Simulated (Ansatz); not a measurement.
A (001) slab of NbAs (I4_1md (No. 109)), 8 planes, outer planes Nb (top) and As (bottom), with 8 atoms (Nb4As4) in a surface cell of A = 12.065 Å², as cut from the bulk:

```yaml
crystal:
  lattice:
    - [3.47348, 0.00000, 0.00000]
    - [0.00000, 3.47348, 0.00000]
    - [0.00000, 0.00000, 24.77287]
  atoms:
    - { symbol: As, position: [0.00000, 0.00000, 0.30275] }
    - { symbol: Nb, position: [0.50000, 0.50000, 0.34154] }
    - { symbol: As, position: [0.50000, 0.00000, 0.42132] }
    - { symbol: Nb, position: [0.00000, 0.50000, 0.46011] }
    - { symbol: As, position: [0.50000, 0.50000, 0.53989] }
    - { symbol: Nb, position: [0.00000, 0.00000, 0.57868] }
    - { symbol: As, position: [0.00000, 0.50000, 0.65846] }
    - { symbol: Nb, position: [0.50000, 0.00000, 0.69725] }
```

The calculation used DFT PBE, scalar-relativistic, plane waves, PAW in Ansatz. Settings: cutoff 420 eV, Γ-centred mesh 10×10×1 on the computed 8-atom cell, Gaussian smearing of 0.10 eV; no spin polarisation. A dipole correction removes the field between periodic images along c.

Against the same 8 atoms in the bulk, the slab as cut lies 3.029 eV higher and the relaxed slab 2.944 eV higher.

(1) Work out the surface energy before and after relaxation.

(2) What is the ideal work of this cut, per area?

Answers

(1) The slab has two faces, so γ = (E_slab − N·E_bulk)/(2A), the mean of both. As cut: 3.029/(2 × 12.065) = 0.1255 eV/Å², and 1 eV/Å² = 16.02 J/m², so γ = 2.01 J/m². Relaxed: 2.944/(2 × 12.065) = 0.1220 eV/Å² = 1.95 J/m². Relaxation recovers 3 % of the cost of cutting.

(2) Griffith's ideal work is 2γ: 4.02 J/m² if the new faces stay rigid, 3.91 J/m² if they relax. Other cuts parallel to this plane can cost less. One thickness was run, 8 planes, so γ can still shift with it.